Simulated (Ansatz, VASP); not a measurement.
## AlN: VASP beside Ansatz

File INCAR:

```
PREC = Accurate
ENCUT = 520
EDIFF = 1E-6
ISMEAR = 0
SIGMA = 0.05
LREAL = F
LASPH = T
NELM = 100
ALGO = Normal
ISIF = 2
LWAVE = F
LCHARG = F
NBANDS = 16
```

File KPOINTS:

```
regular mesh
0
Gamma
  9 9 6
```

The input POSCAR:

```
AlN
1.0
    3.1658306752      0.0000000000      0.0000000000
   -1.5829153376      2.7416897888      0.0000000000
    0.0000000000      0.0000000000      5.0671738979
Al N
2 2
Direct
    0.3240411434      0.6666666667      0.0015210182
    0.6759588566      0.3333333333      0.5015210182
    0.3416263521      0.6666666667      0.3834789818
    0.6583736479      0.3333333333      0.8834789818
```

Input for Ansatz:

```yaml
crystal:
  lattice:
    - [3.1658306752, 0.0, 0.0]
    - [-1.5829153376, 2.7416897888, 0.0]
    - [0.0, 0.0, 5.0671738979]
  atoms:
    - { symbol: Al, position: [0.3240411434, 0.6666666667, 0.0015210182] }
    - { symbol: Al, position: [0.6759588566, 0.3333333333, 0.5015210182] }
    - { symbol: "N", position: [0.3416263521, 0.6666666667, 0.3834789818] }
    - { symbol: "N", position: [0.6583736479, 0.3333333333, 0.8834789818] }
basis:
  ecutwfc: 520.0
kpoints:
  mp_grid: { grid: [9, 9, 6] }
hamiltonian:
  xc: lda
  pseudopotentials: { kind: paw, azcp: { folder: soft_1 } }
scf:
  occupations: { method: gaussian, width: 0.05 }
output:
  forces: true
  stress: true
  eigenvalues: true
```

Change from the starting cell: mode 4 frozen in at -0.029 Å, equal normal strain along x, y and z +0.0250.

Alike in both runs: task single point; functional LDA; k mesh 9 × 9 × 6; occupations gaussian, width 0.05 eV; no spin polarisation.

```csv
,VASP,Ansatz
version,VASP 6.6.1,Ansatz 0.2.0
potentials or method,"VASP PAW LDA potentials, release 64 (Al, N)","scalar-relativistic, plane waves, PAW"
plane-wave cutoff (eV),520,520
valence electrons in the cell,16,16
```

Ansatz gave:

```
gap on the k mesh at the Fermi level (eV)       : 3.76
least direct gap on the mesh (eV)               : 3.76
pressure (GPa)                                  : -13.6
largest component of the traceless stress (GPa) : 0.64
rms of the force components (eV/Å)              : 0.077
```

Estimate VASP's values.

gap on the k mesh at the Fermi level (eV): 3.77; least direct gap on the mesh (eV): 3.77; pressure (GPa): -13.2; largest component of the traceless stress (GPa): 0.63; rms of the force components (eV/Å): 0.077.

Atom by atom the forces differ by 0.000 eV/Å (rms over components). Ansatz warned: «pseudo_functional_mismatch».

Caveats: an odd mesh through Γ misses points on the zone boundary, where band edges often lie.
